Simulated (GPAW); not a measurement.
Crystal: Ni.

```
CELL_PARAMETERS angstrom
-1.38372 1.38372 1.38372
1.38372 -1.38372 1.38372
1.38372 1.38372 -1.38372
ATOMIC_POSITIONS crystal
Ni 0.00000 0.00000 0.00000
```

This isn't the form of Ni at room conditions, which is fcc.

* Program: GPAW 26.7.0
* Task: relaxation of cell and atoms
* Functional: PBEsol
* Dispersion: D3(BJ)
* Potentials or basis: PAW data sets generated in the run's folder for this functional
* Cutoff: 600 eV
* Basis: pw
* k mesh: 13 × 13 × 13
* Occupations: fermi-dirac, width 0.05 eV
* Spin: collinear spin, ferromagnetic start
* Starting moments: [1.0] μB

At the start: pressure -5.8 GPa; volume 10.60 Å³/atom.

**Question.** Where does the relaxation end?

**Answer.** Over 3 steps the energy falls by 5.0 meV/atom and the volume is 10.32 Å³/atom (-2.6 %); space group Im-3m (No. 229, to 0.05 Å); moment 0.56 μB per cell.

The path:
```
step  energy change (eV)  largest force (eV/Å)  pressure (GPa)  volume (Å³)
   1              0.0000                0.0000           -5.84        10.60
   2             -0.0044                0.0000           -2.23        10.42
   3             -0.0050                0.0000            0.08        10.32
```

Final structure:
```cif
data_structure
_symmetry_space_group_name_H-M 'P 1'
_symmetry_Int_Tables_number 1
_cell_length_a 2.3756
_cell_length_b 2.3756
_cell_length_c 2.3756
_cell_angle_alpha 109.471
_cell_angle_beta 109.471
_cell_angle_gamma 109.471
_cell_volume 10.32
loop_
_atom_site_label
_atom_site_type_symbol
_atom_site_fract_x
_atom_site_fract_y
_atom_site_fract_z
_atom_site_occupancy
Ni1 Ni 0.00000 0.00000 0.00000 1
```

Caveat: each step starts from the last one's moments, so a moment once lost doesn't come back; the stock nickel data set gives pressures a few GPa off other programs; later steps reuse the first step's grids; pairwise dispersion overbinds metals, which lowers pressure and volume.
